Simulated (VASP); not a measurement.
CaB2: relaxation of cell and atoms with r2SCAN+rVV10

Crystal: CaB2.

```
Ca B
1.0
     3.22643    0.00000    0.00000
    -1.61322    2.79417    0.00000
     0.00000    0.00000    4.06739
Ca B
1 2
Cartesian
  0.0000 0.0000 0.0000
  1.6132 0.9314 2.0337
  0.0000 1.8628 2.0337
```

The cell comes from a database or a generator and needn't be the stable form of this composition.

| Item | Value |
| --- | --- |
| Program | VASP 6.6.1 |
| Task | relaxation of cell and atoms |
| Functional | r2SCAN |
| Dispersion | rVV10 |
| Potentials or basis | VASP PAW PBE potentials, release 64 (Ca_sv, B) |
| Cutoff | 600 eV |
| k mesh | 9 × 9 × 7 |
| Occupations | fermi-dirac, width 0.05 eV |
| Spin | no spin polarisation |
| Further INCAR settings | ALGO = Normal; EDIFF = 1e-06; IBRION = 2; EDIFFG = -0.01; NSW = 40; ISIF = 3 |

The relaxed volume is 12.19 Å³/atom. The relaxed cell is a = 3.220 Å, b = 3.220 Å, c = 4.072 Å, α = 90.00°, β = 90.00°, γ = 120.00°. The space group after relaxing (to 0.05 Å) is P6/mmm (No. 191) and the energy gained by relaxing is 0.1 meV/atom. The ionic steps are 7. The pressure after relaxing is 0.0 GPa and the band gap on the k mesh is none (metal or under the smearing width).

The path:
```tsv
step	energy change (eV)	largest force (eV/Å)	pressure (GPa)	volume (Å³)
1	0.0000	0.0000	-0.41	36.67
2	-0.0003	0.0000	0.17	36.50
3	-0.0004	0.0000	0.07	36.53
4	-0.0004	0.0000	0.08	36.53
5	-0.0003	0.0000	-0.14	36.59
6	-0.0004	0.0000	0.05	36.53
7	-0.0004	0.0000	-0.04	36.56
```

Final structure:
```
Ca B
1.0
     3.21974    0.00000    0.00000
    -1.60987    2.78838    0.00000
     0.00000    0.00000    4.07170
Ca B
1 2
Direct
  0.00000 0.00000 0.00000
  0.66667 0.33333 0.50000
  0.33333 0.66667 0.50000
```

Levels at points of the mesh, in eV from the Fermi level:
```tsv
k point	band 6	band 7	band 8	band 9	band 10	band 11
(0.00, 0.00, 0.00)	-2.02	0.40	0.40	0.68	5.77	5.77
```

Wall time 5.7 min on 1 thread of AMD EPYC 9R45 96-Core Processor (Zen 5), on a shared host, peak memory 0.27 GiB.

Caveat: the PAW data sets were made with another functional, which shifts forces and pressure a little.
